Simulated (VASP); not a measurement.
Input of a VASP 6.6.1 run:

INCAR

```
SYSTEM = ZnS
PREC = Accurate
ENCUT = 520
EDIFF = 1E-6
ISMEAR = 0
SIGMA = 0.02
LREAL = .FALSE.
LASPH = .TRUE.
NELM = 100
ALGO = Fast
ISIF = 2
LWAVE = .FALSE.
LCHARG = .FALSE.
GGA = PS
NBANDS = 16
```

KPOINTS

```
Automatic mesh
0
G
  9 9 9
  0 0 0
```

Contents of POSCAR:

```
ZnS
1.0
    4.0125456552      0.0000000000      0.0000000000
   -2.0062728276      3.4749664712      0.0000000000
    2.0062728276     -1.1583221571      2.8857524142
Zn S
1 1
Direct
    0.0000000000      0.0000000000      0.0000000000
    0.7500000000      0.2500000000      0.7500000000
```

Potentials or basis: VASP PAW PBE potentials, release 64 (Zn, S).

Command:

```bash
$ cat potpaw_PBE.64/Zn/POTCAR potpaw_PBE.64/S/POTCAR > POTCAR
$ mpirun -np 1 vasp_std > vasp.out
```

Problem. What does it give for the band gap on the k mesh?

Solution. 1.62 eV, direct.

Problem. What does it give for the largest force?

Solution. 1.178 eV/Å.

Problem. Estimate the pressure.

Solution. -0.9 GPa.

Forces on the atoms (eV/Å):
```
Zn   0.000  0.000 -1.178
S    0.000  0.000  1.178
```

Caveat: the PAW data sets were made with another functional, which shifts forces and pressure a little.
